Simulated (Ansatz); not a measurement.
# Zr3N4: the band gap up the ladder of functionals

One table from this session's results is given with a row withheld; the runs are named, their logs left out.

Code: Ansatz 0.2.0. PAW datasets, plane waves. Calculated at 0 K for a non-magnetic cell.

## The structure to begin with

The cell was relaxed beforehand with r2SCAN.

The symmetry is I-43d (No. 220, cubic); conventional cell a = 6.776 Å, 11.11 Å³ an atom. Around Zr lie 8 N at 2.22–2.49 Å; around N lie 6 Zr at 2.22–2.49 Å.

Structure file:

```cif
data_structure
_symmetry_space_group_name_H-M 'P 1'
_symmetry_Int_Tables_number 1
_cell_length_a 5.8680
_cell_length_b 5.8680
_cell_length_c 5.8680
_cell_angle_alpha 109.471
_cell_angle_beta 109.471
_cell_angle_gamma 109.471
_cell_volume 155.54
loop_
_atom_site_label
_atom_site_type_symbol
_atom_site_fract_x
_atom_site_fract_y
_atom_site_fract_z
_atom_site_occupancy
Zr1 Zr 0.25000 0.62500 0.37500 1
Zr2 Zr 0.37500 0.25000 0.62500 1
Zr3 Zr 0.75000 0.87500 0.12500 1
Zr4 Zr 0.12500 0.75000 0.87500 1
Zr5 Zr 0.62500 0.37500 0.25000 1
Zr6 Zr 0.87500 0.12500 0.75000 1
N1 N 0.12957 0.12957 0.12957 1
N2 N 0.87043 0.50000 0.00000 1
N3 N 0.50000 0.00000 0.37043 1
N4 N 0.00000 0.87043 0.50000 1
N5 N 0.37043 0.50000 0.00000 1
N6 N 0.62957 0.62957 0.62957 1
N7 N 0.00000 0.37043 0.50000 1
N8 N 0.50000 0.00000 0.87043 1
```

Set-up of the first run:

input.yaml reads:

```yaml
crystal:
  lattice:
    - [-3.3878897692, 3.3878897692, 3.3878897692]
    - [3.3878897692, -3.3878897692, 3.3878897692]
    - [3.3878897692, 3.3878897692, -3.3878897692]
  atoms:
    - { symbol: Zr, position: [0.25, 0.625, 0.375] }
    - { symbol: Zr, position: [0.375, 0.25, 0.625] }
    - { symbol: Zr, position: [0.75, 0.875, 0.125] }
    - { symbol: Zr, position: [0.125, 0.75, 0.875] }
    - { symbol: Zr, position: [0.625, 0.375, 0.25] }
    - { symbol: Zr, position: [0.875, 0.125, 0.75] }
    - { symbol: "N", position: [0.1295732492, 0.1295732492, 0.1295732492] }
    - { symbol: "N", position: [0.8704267508, 0.5, 0.0] }
    - { symbol: "N", position: [0.5, 0.0, 0.3704267508] }
    - { symbol: "N", position: [0.0, 0.8704267508, 0.5] }
    - { symbol: "N", position: [0.3704267508, 0.5, 0.0] }
    - { symbol: "N", position: [0.6295732492, 0.6295732492, 0.6295732492] }
    - { symbol: "N", position: [0.0, 0.3704267508, 0.5] }
    - { symbol: "N", position: [0.5, 0.0, 0.8704267508] }
kpoints:
  mp_grid: { grid: [6, 6, 6] }
  band_path:
    path:
      - [[0.0, 0.0, 0.0], [0.5, -0.5, 0.5], [-1.667389979571e-17, 1.667389979571e-17, 0.5], [0.0, 0.0, 0.0], [0.25, 0.25, 0.25], [0.5, -0.5, 0.5]]
      - [[0.25, 0.25, 0.25], [-1.667389979571e-17, 1.667389979571e-17, 0.5]]
    npoints: 10
hamiltonian:
  xc: pbe
scf:
  occupations: { method: fermi_dirac, width: 0.02 }
  n_extra_bands: 7
output:
  forces: true
  stress: true
  eigenvalues: true
  write_density: true
  write_potential: true
  elf: true
  volumetric_format: npy
```

Steps of the session up to this table: PBE bands along the symmetry lines; r2SCAN at the same geometry; HSE06 at the same geometry; PBE+SOC; Single point with PBE0.

One table of the session follows, with a row left open; its other results are not shown here.

| level | gap (eV) |
| --- | --- |
| PBE | 0.68 |
| r2SCAN | 1.01 |
| HSE06 | 1.56 |
| PBE+SOC | 0.65 |
| PBE0 | ? |

Q: Estimate the row for PBE0 from the others.

**Answer.** gap (eV): 2.26. In the column «gap (eV)» it is the highest.

Meshes: PBE 6×6×6, r2SCAN 6×6×6, HSE06 4×4×4, PBE+SOC 6×6×6, PBE0 4×4×4

Against HSE06, PBE is short by 0.88 eV, at 44 % of it, and r2SCAN 64 %. PBE0 lies 0.69 eV above HSE06, which differs from it by screening the long-range exchange.

Limits of these values: Warnings in the runs' records: stress scf threshold loose, stress exchange threshold loose.
